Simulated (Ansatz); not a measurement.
# ZnSiP2: the band gap up the ladder of functionals

The task here is to estimate one member of a computed series from the others.

Code: Ansatz 0.2.0. PAW datasets, plane waves. No spin polarisation and no zero-point or thermal motion; the cell was built from a prototype and may be hypothetical.

### The system as given

The cell was relaxed beforehand with r2SCAN.

It is tetragonal, I-42d (No. 122); conventional cell a = 5.377 Å, c = 10.468 Å, 18.92 Å³ an atom. Near Zn stand 4 P at 2.36 Å; near P stand 2 Si at 2.26 Å and 2 Zn at 2.36 Å; near Si stand 4 P at 2.26 Å.

The structure in full:

```cif
data_structure
_symmetry_space_group_name_H-M 'P 1'
_symmetry_Int_Tables_number 1
_cell_length_a 6.4691
_cell_length_b 6.4691
_cell_length_c 6.4691
_cell_angle_alpha 130.887
_cell_angle_beta 130.887
_cell_angle_gamma 71.993
_cell_volume 151.32
loop_
_atom_site_label
_atom_site_type_symbol
_atom_site_fract_x
_atom_site_fract_y
_atom_site_fract_z
_atom_site_occupancy
Zn1 Zn 0.00000 0.00000 0.00000 1
P1 P 0.37500 0.39183 0.51683 1
Zn2 Zn 0.75000 0.25000 0.50000 1
P2 P 0.14183 0.62500 0.01683 1
Si1 Si 0.50000 0.50000 0.00000 1
P3 P 0.87500 0.85817 0.48317 1
Si2 Si 0.25000 0.75000 0.50000 1
P4 P 0.60817 0.12500 0.98317 1
```

The first run:

input.yaml reads:

```yaml
crystal:
  lattice:
    - [-2.6884956339, 2.6884956339, 5.2338435169]
    - [2.6884956339, -2.6884956339, 5.2338435169]
    - [2.6884956339, 2.6884956339, -5.2338435169]
  atoms:
    - { symbol: Zn, position: [0.0, 0.0, 0.0] }
    - { symbol: P, position: [0.375, 0.3918255494, 0.5168255494] }
    - { symbol: Zn, position: [0.75, 0.25, 0.5] }
    - { symbol: P, position: [0.1418255494, 0.625, 0.0168255494] }
    - { symbol: Si, position: [0.5, 0.5, 0.0] }
    - { symbol: P, position: [0.875, 0.8581744506, 0.4831744506] }
    - { symbol: Si, position: [0.25, 0.75, 0.5] }
    - { symbol: P, position: [0.6081744506, 0.125, -0.0168255494] }
kpoints:
  mp_grid: { grid: [6, 6, 6] }
  band_path:
    path:
      - [[0.0, 0.0, 0.0], [6.822641550867e-18, -6.822641550867e-18, 0.5], [0.25, 0.25, 0.25], [-8.840017701486e-18, 0.5, 8.840017701486e-18], [0.0, 0.0, 0.0], [0.5, 0.5, -0.5], [0.315965553689, 0.684034446311, -0.315965553689]]
      - [[-0.315965553689, 0.315965553689, 0.315965553689], [0.0, 0.0, 0.0]]
      - [[6.822641550867e-18, -6.822641550867e-18, 0.5], [-0.131931107378, 0.131931107378, 0.5]]
      - [[0.5, 0.5, -0.131931107378], [0.5, 0.5, -0.5]]
    npoints: 10
hamiltonian:
  xc: pbe
scf:
  occupations: { method: fermi_dirac, width: 0.02 }
  n_extra_bands: 6
output:
  forces: true
  stress: true
  eigenvalues: true
```

The run is started by

```
$ ansatz run input.yaml --threads 2 --pin off --max-ram 18432MiB --backend cpu --events-out ev --progress --plain --runs-dir out
```

Steps of the session up to this table: PBE band path; Single point with r2SCAN; HSE06 at the same geometry; Quasiparticle levels, G0W0@PBE; PBE0 at the same geometry.

One of the session's tables, all rows but one given; the rest of the session is left out.

| level | gap (eV) |
| --- | --- |
| PBE | ? |
| r2SCAN | 1.56 |
| HSE06 | 1.99 |
| G0W0@PBE (451 empty bands) | 1.86 |
| PBE0 | 2.65 |

Q: Estimate the row for PBE from the others.

As computed: gap (eV): 1.31. In the column «gap (eV)» it is the lowest.

Meshes: PBE 6×6×6, r2SCAN 6×6×6, HSE06 4×4×4, PBE0 4×4×4

In words: PBE gives the least gap, 1.31 eV, and PBE0 the largest, 2.65 eV. PBE reaches 71 % of the G0W0@PBE value, and r2SCAN 84 %. PBE0 lies 0.67 eV above HSE06, which differs from it by screening the long-range exchange. No extrapolation in bands, cutoff or mesh was made for G0W0.

Limits of these values: Warnings in the runs' records: stress scf threshold loose, stress exchange threshold loose.
